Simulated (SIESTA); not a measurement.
The system is WS2, a slab with vacuum.

```xyz
12
Lattice="3.1831 0.0000 0.0000 -1.5916 2.7567 0.0000 0.0000 0.0000 35.1806" Properties=species:S:1:pos:R:3 pbc="T T T"
W     0.0000    1.8378   20.8380
W     0.0000    1.8378    7.8593
W     1.5916    0.9189   27.3212
W     1.5916    0.9189   14.3425
S     0.0000    1.8378   28.8885
S     0.0000    1.8378   15.9024
S     1.5916    0.9189   22.3967
S     1.5916    0.9189    9.4193
S     0.0000    1.8378   25.7613
S     0.0000    1.8378   12.7839
S     1.5916    0.9189   19.2781
S     1.5916    0.9189    6.2921
```

Base run:

| Quantity | Value |
| --- | --- |
| Program | SIESTA 5.4.2 |
| Functional | PBE |
| Potentials or basis | PseudoDojo 0.4 standard (PBE files) |
| Basis | DZP (energy shift 0.003 Ry; two zetas on semicore shells) |
| Grid cutoff | 800 Ry |
| Energy shift | 0.003 Ry |
| k mesh | 10 × 10 × 1 |
| Occupations | fermi-dirac, width 0.05 eV |
| Spin | no spin polarisation |

Its results: band gap on the k mesh 1.49 eV, indirect (least direct gap 2.15 eV); largest force 0.680 eV/Å.

Task: The run is repeated on the same cell with these changes: functional from PBE to LDA; potentials or basis from PseudoDojo 0.4 standard (PBE files) to PseudoDojo 0.4 standard (LDA files). What comes out?

Result: Band gap on the k mesh 1.41 eV, indirect (least direct gap 2.13 eV); largest force 0.164 eV/Å.

Caveats: spin-orbit coupling is left out, which moves the levels of the heavy elements; the basis of atomic orbitals isn't converged, which shifts pressures, moduli and gaps.

A k mesh can miss the band edges.
